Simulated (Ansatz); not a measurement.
## InO₄ and its competing phases

Method: Ansatz, DFT PBE, scalar-relativistic, plane waves, PAW. All cells share a 420 eV cutoff and Γ-centred k meshes spaced at most about 0.3 Å⁻¹ (about 0.25 or finer for metals, 2π included). Spin is collinear in cells that carry moments; the others ran without spin or lost their moments.

Energies over the elements count from the elements' standard structures at the same level (O₂ as a molecule), with no fitted energy shifts.

These are static total energies at zero pressure. Another magnetic order may lie lower.

The competitors are the elements and 1 reference phase of this chemical system (from databases or known types: In2O3), relaxed at the same level; other known phases may be missing.

The candidate was reached from: InO4 type, changed on relaxing. This is a two-dimensional sheet: the third axis spans vacuum and isn't periodic.

```cif
data_structure
_symmetry_space_group_name_H-M 'P 1'
_symmetry_Int_Tables_number 1
_cell_length_a 4.2499
_cell_length_b 4.2499
_cell_length_c 33.2718
_cell_angle_alpha 90.000
_cell_angle_beta 90.000
_cell_angle_gamma 90.000
_cell_volume 600.95
loop_
_atom_site_label
_atom_site_type_symbol
_atom_site_fract_x
_atom_site_fract_y
_atom_site_fract_z
_atom_site_occupancy
In1 In 0.00000 0.00000 0.28605 1
O1 O 0.00000 0.50000 0.28592 1
O2 O 0.50000 0.00000 0.28592 1
O3 O 0.00000 0.00000 0.35209 1
O4 O 0.00000 0.00000 0.22002 1
```

**Question.** Into what would it decompose?

**Answer.** Its formation energy is 0.761 eV/atom. The lowest competing mixture at this composition is this:

```tsv
phase	space group	source	share of atoms	ΔE_f (eV/atom)
O₂ gas	-	element	0.5000	0.000
In2O3	Ia-3 (No. 206)	Materials Project	0.5000	-1.556
```

The mixture lies at -0.778 eV/atom, and the candidate lies 1.54 eV/atom above it. The rivals are bulk phases, so the margin includes the cost of making a free sheet. It carries parallel moments up to 1.4 μB.
